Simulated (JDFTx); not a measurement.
The system is GaAs.

```xyz
2
Lattice="0.0000 2.8268 2.8268 2.8268 0.0000 2.8268 2.8268 2.8268 0.0000" Properties=species:S:1:pos:R:3 pbc="T T T"
As    4.2403    4.2403    4.2403
Ga    0.0000    0.0000    0.0000
```

```yaml
Program: JDFTx 1.7.0 (patched build)
Task: relaxation of cell and atoms
Functional: LDA
Potentials_or_basis: PseudoDojo-SR-LDA-0.4.1-standard
Cutoff: 1088 eV
Density_cutoff: 8708 eV
k_mesh: 5 × 5 × 5
Occupations: fermi-dirac, width 0.05 eV
Spin: no spin polarisation
```

At the start: pressure -2.1 GPa; volume 22.59 Å³/atom.

**Question.** How do energy, volume and symmetry change on relaxing?

**Answer.** Over 6 steps the energy falls by 4.2 meV/atom and the volume is 21.96 Å³/atom (-2.8 %); space group F-43m (No. 216, to 0.05 Å).

The path:
```csv
step,energy change (eV),largest force (eV/Å),pressure (GPa),volume (Å³)
1,0.0000,0.0000,-2.06,45.18
2,-0.0023,0.0000,-1.77,44.99
3,-0.0084,0.0000,0.04,43.89
4,-0.0084,0.0000,0.00,43.91
5,-0.0084,0.0000,0.00,43.91
6,-0.0084,0.0000,0.00,43.91
```

Final structure:
```
As Ga
1.0
     0.00000    2.80016    2.80016
     2.80016    0.00000    2.80016
     2.80016    2.80016    0.00000
As Ga
1 1
Direct
  0.75000 0.75000 0.75000
  0.00000 0.00000 0.00000
```

Caveat: the k mesh is coarse.
